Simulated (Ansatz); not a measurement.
The system is Sn.

```
Sn
1.0
    -1.89465    1.89465    1.89465
     1.89465   -1.89465    1.89465
     1.89465    1.89465   -1.89465
Sn
1
Direct
  0.00000 0.00000 0.00000
```

This isn't the form of Sn at room conditions, which is tetragonal (white tin).

Program: Ansatz 0.2.0. Alike in all runs: task band structure; potentials or basis Ansatz PAW; cell as given; smearing fermi-dirac 0.05 eV.

**Question.** Order these runs on this cell by their pressure, lowest first.
A. level r2SCAN; spin SOC, no magnetisation; k mesh 7 × 7 × 7; cutoff (eV) 500
B. level BLYP; spin off; k mesh 10 × 10 × 10; cutoff (eV) 420
C. level PBEsol; spin SOC, no magnetisation; k mesh 10 × 10 × 10; cutoff (eV) 420

**Answer.** C (-2.2 GPa), A (-0.1 GPa), B (5.4 GPa).

Caveats: the PAW data sets come from PBE, with cores solved anew for the run's functional, which leaves a small shift of forces and pressure; the potentials were made for another functional, which shifts forces and pressure (some runs).

Not every run made on this cell is shown here.
